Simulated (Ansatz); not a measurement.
**TaN under strain**

Theory: Ansatz 0.2.0, DFT r2SCAN, scalar-relativistic, plane waves, PAW. (500 eV cutoff, 18×18×10 k-mesh, Gaussian smearing of 0.10 eV, no spin polarisation)

Reference structure (relaxed):

```yaml
crystal:
  lattice:
    - [3.13446, 0.00000, 0.00000]
    - [-1.56723, 2.71452, 0.00000]
    - [0.00000, 0.00000, 6.08686]
  atoms:
    - { symbol: Ta, position: [0.33333, 0.66667, 0.03128] }
    - { symbol: Ta, position: [0.66667, 0.33333, 0.53128] }
    - { symbol: N, position: [0.33333, 0.66667, 0.35372] }
    - { symbol: N, position: [0.66667, 0.33333, 0.85372] }
```

Deformation: c alone is stretched, the rest of the cell is held and the atoms relax, all within the symmetry that the strain leaves. Energies are extrapolated to zero smearing.

Spin–orbit coupling is left out, which can shift energies with elements as heavy as these.

| strain (%) | ΔE (meV/atom) | a (Å) | b (Å) | c (Å) |
| --- | --- | --- | --- | --- |
| -4.5 | 48.3 | 3.134 | 3.134 | 5.813 |
| -3.0 | 21.1 | 3.134 | 3.134 | 5.904 |
| -1.5 | 5.1 | 3.134 | 3.134 | 5.996 |
| +0.0 | 0.0 | 3.134 | 3.134 | 6.087 |
| +1.5 | 4.9 | 3.134 | 3.134 | 6.178 |
| +3.0 | 19.4 | 3.134 | 3.134 | 6.269 |
| +4.5 | 43.3 | 3.134 | 3.134 | 6.361 |

Q: What stiffness (1/V) d²E/dε² at zero strain does a cubic fit over all points give?

A: A cubic fit gives (1/V) d²E/dε² = 561 GPa at zero strain (the elastic constant along c at held a and b).

This wurtzite form isn't the usual stable structure of the compound.